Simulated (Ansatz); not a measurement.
## Rigid cleavage in SrCl2

Method: DFT LDA, scalar-relativistic, plane waves, PAW in Ansatz 0.2.0. Cutoff 420 eV, Γ-centred 5×5×2 k-points, Gaussian smearing of 0.05 eV. No spin polarisation. Energies are free energies at this smearing, counted from the undisturbed cell; pressure is positive in compression.

The undisturbed cell (as given, not relaxed at this level; it stands at -2.8 GPa, and it needn't be the usual structure):

```
Sr Cl
1.0
     3.48550   -3.48550    0.00000
     3.48550    0.00000   -3.48550
     6.97100    6.97100    6.97100
Sr Cl
3 6
Cartesian
  5.8093 -1.1617 -1.1617
  5.8093 5.8093 5.8093
  5.8093 2.3238 2.3238
  7.5520 0.5810 0.5810
  0.5810 0.5810 0.5810
  7.5520 4.0665 4.0665
  11.0375 4.0665 4.0665
  4.0665 4.0665 4.0665
  4.0665 0.5810 0.5810
```

The cut lies on the cell's a–b face, a (1 1 1) plane (indices in the standard cell, whose axes needn't be the Cartesian ones shown) of area 21.04 Å², between layers 2.01 Å apart. Vector c is lengthened by d along the normal with the atoms' Cartesian places fixed: one unrelaxed cut a cell.

```
d (Å) energy (J/m²) traction dE/dd (GPa) gap on the mesh (eV)
-0.30           0.06                  -9.0                  5.06
-0.15              ?                  -1.2                     ?
 0.00           0.00                   2.8                  4.96
 0.25           0.10                   5.0                  4.88
 0.50           0.23                   4.8                  4.81
 0.75           0.34                   3.9                  4.75
 1.00           0.42                   2.9                  4.70
 1.50           0.53                   1.5                  4.63
 2.00           0.59                   0.8                  4.62
 3.00           0.63                   0.2                  4.68
 4.50              ?                   0.0                     ?
 6.00              ?                   0.0                     ?
```

Problem. Give the withheld values.

Solution. energy (J/m²) at d (Å) = -0.15: -0.02; gap on the mesh (eV) at d (Å) = -0.15: 5.01; energy (J/m²) at d (Å) = 4.50: 0.64; gap on the mesh (eV) at d (Å) = 4.50: 4.80; energy (J/m²) at d (Å) = 6.00: 0.64; gap on the mesh (eV) at d (Å) = 6.00: 4.86.